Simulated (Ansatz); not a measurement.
# Magnetic orders of FeCo₃

The calculation used DFT r2SCAN, scalar-relativistic, plane waves, PAW (Ansatz).

```xyz
4
Lattice="3.5357 0.0000 0.0000 0.0000 3.5357 0.0000 0.0000 0.0000 3.5357" Properties=species:S:1:pos:R:3 pbc="T T T"
Fe    0.0000    0.0000    0.0000
Co    1.7679    1.7679    0.0000
Co    1.7679    0.0000    1.7679
Co    0.0000    1.7679    1.7679
```

* plane-wave cutoff: 500 eV
* Γ-centred k-mesh: 12×12×12
* occupation rule: Gaussian smearing, 0.1 eV
* list of starting moments (μB, in atom order): 4 3 3 3
* check for lower electronic states after the SCF: off

All runs keep this geometry, which stands near equilibrium for the lowest state (largest force there 0.000 eV/Å, pressure 0.2 GPa) and needn't be a stable compound; relaxing each order would shift the differences by some 140 meV/atom, going by the pressures and a bulk modulus of about 150 GPa. Signs run over the atoms with starting moments. r2SCAN tends to overstate moments in metals. Site moments are spin moments in atom-centred spheres that scale with the neighbour distance. The states are those that the runs reached from these starts; a lower one can exist.

Question: Starts tried: no spin; ferromagnetic; ferrimagnetic in the cell, signs +---. Which state comes out lowest, and what are the moments?

Answer: The lowest state is ferromagnetic, reached from the start “ferromagnetic”, with site moments (μB) Fe +2.92, Co +1.90 (×3).

| start | ends | energy above lowest (meV/atom) | site moments (μB) | gap on mesh (eV) | P (GPa) |
| --- | --- | --- | --- | --- | --- |
| no spin | non-magnetic | 673 | none over 0.05 | metal | -24.7 |
| ferromagnetic | ferromagnetic | 0.00 | Fe +2.92, Co +1.90 (×3) | metal | 0.2 |
| ferrimagnetic in the cell, signs +--- | ferrimagnetic | 350 | Fe +1.80, Co -1.67 (×3) | metal | -4.7 |

Cost: 3 runs of about 4.9 core-minutes in all, on Arm Neoverse V1 (shared hosts).